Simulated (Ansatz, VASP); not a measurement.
One calculation of KZnF3, two programs

```
CELL_PARAMETERS angstrom
4.12610 0.00000 0.00000
0.00000 4.12610 0.00000
0.00000 0.00000 4.12610
ATOMIC_POSITIONS crystal
K 0.00000 0.00000 0.00000
Zn 0.50000 0.50000 0.50000
F 0.00000 0.50000 0.50000
F 0.50000 0.00000 0.50000
F 0.50000 0.50000 0.00000
```

The cell is a database's computed one.

Alike in both runs: task relaxation of cell and atoms; functional PBE; k mesh 6 × 6 × 6; occupations gaussian, width 0.02 eV; no spin polarisation.

```csv
,VASP,Ansatz
version,VASP 6.6.1,Ansatz 0.2.0
potentials or method,"VASP PAW PBE potentials, release 64 (K_sv, Zn, F)","scalar-relativistic, plane waves, PAW"
plane-wave cutoff (eV),600,420
valence electrons in the cell,42,42
```

|  | VASP | Ansatz | Ansatz less VASP |
| --- | --- | --- | --- |
| gap on the k mesh at the Fermi level, each at its own relaxed structure (eV) | 3.65 | 3.72 | +0.069 |
| relaxed volume (Å³/atom) | 14.10 | 14.05 | -0.046 |
| relaxed cell length with the largest relative difference (Å) | 4.131 | 4.126 | -0.0045 |

A k mesh can miss the band edges. As with any semilocal functional, this PBE gap is likely too small.
